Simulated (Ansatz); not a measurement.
# Mg2Ge: elastic constants

Aim: for Mg2Ge, find the equilibrium cell, relax to small forces and stress and compute the elastic constants.

The COD entry's cell or inner coordinates are ideal or old and differ from later refinements, so a difference from it is no clean test against experiment.

Method: DFT PBE, scalar-relativistic, plane waves, PAW, in Ansatz 0.2.0.

## (1) The starting structure

Symmetry: Fm-3m, No. 225, cubic system. The conventional cell has a = 6.378 Å, b = 6.378 Å, c = 6.378 Å, α = 90.00°, β = 90.00°, γ = 90.00°. Around Mg (site symmetry -43m) lie 4 Ge at 2.76 Å. Ge (site symmetry m-3m) has 8 Mg at 2.76 Å as nearest neighbours.

Structure file:

```xyz
3
Lattice="0.0000 3.1890 3.1890 3.1890 0.0000 3.1890 3.1890 3.1890 0.0000" Properties=species:S:1:pos:R:3 pbc="T T T"
Mg    1.5945    1.5945    1.5945
Mg    4.7835    4.7835    4.7835
Ge    0.0000    0.0000    0.0000
```

The structure comes from the Crystallography Open Database.

(A quick probe on a coarse mesh, which set the mesh and smearing, is not shown.)

## (3) The relaxation

File input.yaml:

```yaml
crystal:
  lattice:
    - [0.0, 3.189, 3.189]
    - [3.189, 0.0, 3.189]
    - [3.189, 3.189, 0.0]
  atoms:
    - { symbol: Mg, position: [0.25, 0.25, 0.25] }
    - { symbol: Mg, position: [0.75, 0.75, 0.75] }
    - { symbol: Ge, position: [0.0, 0.0, 0.0] }
basis:
  ecutwfc: 420
kpoints:
  mp_grid: { grid: [10, 10, 10] }
hamiltonian:
  xc: pbe
scf:
  occupations: { method: gaussian, width: 0.01 }
output:
  forces: true
  stress: true
  eigenvalues: true
relax:
  adjacent_minimum: "off"
  f_tol: 0.005
  max_steps: 80
  cell: { stress_tol: 0.05 }
```

Command:

```console
ansatz run input.yaml --threads 1 --pin off --max-ram 2560MiB --backend cpu --events-out ev --progress --plain --runs-dir out
```

Further runs follow: relaxing to 0.001 eV/Å; elastic constants, atoms relaxed.

**Question.** What will these runs give? Wanted: relaxed cell; volume; formation energy; C11, C12, C44; B, G, E; Poisson ratio; Debye temperature.

**Answer**, as computed:

| quantity | value |
| --- | --- |
| relaxed cell (conventional) | a = 6.422 Å, b = 6.422 Å, c = 6.422 Å, α = 90.00°, β = 90.00°, γ = 90.00° |
| space group (0.01 Å) | Fm-3m (No. 225) |
| volume | 22.07 Å³/atom |
| formation energy (elements from runs with the same settings, not shown) | -0.28 eV/atom |
| C11, C12, C44 (relaxed-ion) | 107, 21, 42 GPa |
| B, G, E (Hill) (relaxed-ion) | 50, 42, 99 GPa |
| Poisson ratio (relaxed-ion) | 0.17 |
| Debye temperature | 436 K |

**Reading.** The relaxed volume is 2.1 % larger than at the start. PBE usually gives cells somewhat too large. It is stable against strain: the least eigenvalue of C is 42 GPa. By Pugh's rule of thumb B/G = 1.17 (under 1.75) points to a brittle solid; the elastic response is close to isotropic.
